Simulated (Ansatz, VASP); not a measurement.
Given: the input of a run of Ansatz 0.2.0 on TePb.

input.yaml

```yaml
crystal:
  lattice:
    - [0.0, 3.231, 3.231]
    - [3.231, 0.0, 3.231]
    - [3.231, 3.231, 0.0]
  atoms:
    - { symbol: Pb, position: [0.0, 0.0, 0.0] }
    - { symbol: Te, position: [0.5, 0.5, 0.5] }
kpoints:
  mp_grid: { grid: [7, 7, 7] }
scf:
  occupations: { method: gaussian, width: 0.015 }
hamiltonian:
  xc: pbe
  pseudopotentials: { kind: all_electron, lapw: { basis_error: 0.001 } }
output:
  forces: true
  stress: true
  eigenvalues: true
```

Potentials or basis: all-electron LAPW, scalar-relativistic.

Command:

```console
$ ansatz run input.yaml --threads 1 --pin off --max-ram 3072MiB --backend cpu --events-out ev --progress --plain --runs-dir out
```

Q: Translate it to VASP 6.6.1. Potentials there: VASP PAW PBE potentials, release 64 (Pb_d, Te).

A: As run (the cutoff follows the program's own potentials):

The input INCAR:

```
SYSTEM = TePb
  PREC = Accurate
  ENCUT = 520
  EDIFF = 1E-6
  ISMEAR = 0
  SIGMA = 0.015
  LREAL = .False.
  LASPH = .True.
  NELM = 60
  ALGO = Normal
  ISIF = 2
  LWAVE = .False.
  LCHARG = .False.
  GGA = PE
  NBANDS = 17
```

KPOINTS

```
regular mesh
0
Gamma
  7 7 7
  0 0 0
```

File POSCAR:

```
TePb
1.0
    0.0000000000      3.2310000000      3.2310000000
    3.2310000000      0.0000000000      3.2310000000
    3.2310000000      3.2310000000      0.0000000000
Pb Te
1 1
Direct
    0.0000000000      0.0000000000      0.0000000000
    0.5000000000      0.5000000000      0.5000000000
```

Potentials or basis: VASP PAW PBE potentials, release 64 (Pb_d, Te).

The run is started by

```console
$ cat potpaw_PBE.64/Pb_d/POTCAR potpaw_PBE.64/Te/POTCAR > POTCAR
$ mpirun -np 1 vasp_std > vasp.out
```

Both were run:

|  | VASP | Ansatz | Ansatz less VASP |
| --- | --- | --- | --- |
| gap on the k mesh at the Fermi level (eV) | 1.01 | 1.01 | -0.004 |
| least direct gap on the mesh (eV) | 1.01 | 1.01 | -0.004 |
| pressure (GPa) | 2.1 | 2.1 | +0.07 |

Ansatz ran all-electron here, so the differences hold the error of VASP's frozen core and of both bases.

Spin-orbit coupling is left out, which matters for the levels of Pb, Te.
